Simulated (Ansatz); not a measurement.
Input and command of a plane-wave DFT calculation in Ansatz:

```yaml
crystal:
  lattice:
    - [1.7429858539, 0.8027893033, 5.9589013495]
    - [-1.7429858539, 0.8027893033, 5.9589013495]
    - [0.0, -1.6055786065, 5.9589013495]
  atoms:
    - { symbol: Mo, position: [0.0, 0.0, 0.0] }
    - { symbol: S, position: [0.7563304588, 0.7563304588, 0.7563304588] }
    - { symbol: S, position: [0.2436695412, 0.2436695412, 0.2436695412] }
basis:
  ecutwfc: 420
kpoints:
  mp_grid: { grid: [18, 18, 18] }
hamiltonian:
  xc: pbe
  dispersion: d3bj
scf:
  occupations: { method: gaussian, width: 0.15 }
output:
  forces: true
  stress: true
  eigenvalues: true
  write_density: true
  write_potential: true
  elf: true
  volumetric_format: npy
```

```bash
ansatz run input.yaml --threads 1 --pin off --max-ram 2560MiB --backend cpu --events-out ev --progress --plain --runs-dir out
```

Processor: AMD EPYC 9R45 96-Core Processor (Zen 5), 1 thread, on a host shared with other jobs.

Estimate time, memory and problem size.

About 29 s on 1 thread of AMD EPYC 9R45 96-Core Processor (Zen 5), on a shared host, peak memory 1.2 GiB. It solves 17 bands at 1550 k points (the mesh reduced by the symmetry that the task leaves, which can be less than the crystal's) with about 961 plane waves, in 7 SCF iterations.
